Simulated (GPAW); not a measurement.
MgS (Niningerite):

```
CELL_PARAMETERS angstrom
0.00000 2.60165 2.60165
2.60165 0.00000 2.60165
2.60165 2.60165 0.00000
ATOMIC_POSITIONS crystal
S 0.50000 0.50000 0.50000
Mg 0.00000 0.00000 0.00000
```

| Property | Result |
| --- | --- |
| Program | GPAW 26.7.0 |
| Task | relaxation of cell and atoms |
| Functional | PBEsol |
| Dispersion | D4 |
| Potentials or basis | PAW data sets generated in the run's folder for this functional |
| Cutoff | 800 eV |
| Basis | pw |
| k mesh | 9 × 9 × 9 |
| Occupations | fermi-dirac, width 0.05 eV |
| Spin | no spin polarisation |

At the start: pressure -2.3 GPa; volume 17.61 Å³/atom.

Question: Where does the relaxation end?

Answer: Over 3 steps the energy falls by 3.8 meV/atom and the volume is 17.07 Å³/atom (-3.1 %); space group Fm-3m (No. 225, to 0.05 Å).

Step by step:
| step | energy change (eV) | largest force (eV/Å) | pressure (GPa) | volume (Å³) |
| --- | --- | --- | --- | --- |
| 1 | 0.0000 | 0.0000 | -2.33 | 35.22 |
| 2 | -0.0025 | 0.0000 | -1.93 | 35.03 |
| 3 | -0.0076 | 0.0000 | 0.07 | 34.14 |

Final structure:
```
CELL_PARAMETERS angstrom
0.00000 2.57479 2.57479
2.57479 0.00000 2.57479
2.57479 2.57479 0.00000
ATOMIC_POSITIONS crystal
S 0.50000 0.50000 0.50000
Mg 0.00000 0.00000 0.00000
```

Caveat: later steps reuse the first step's grids.
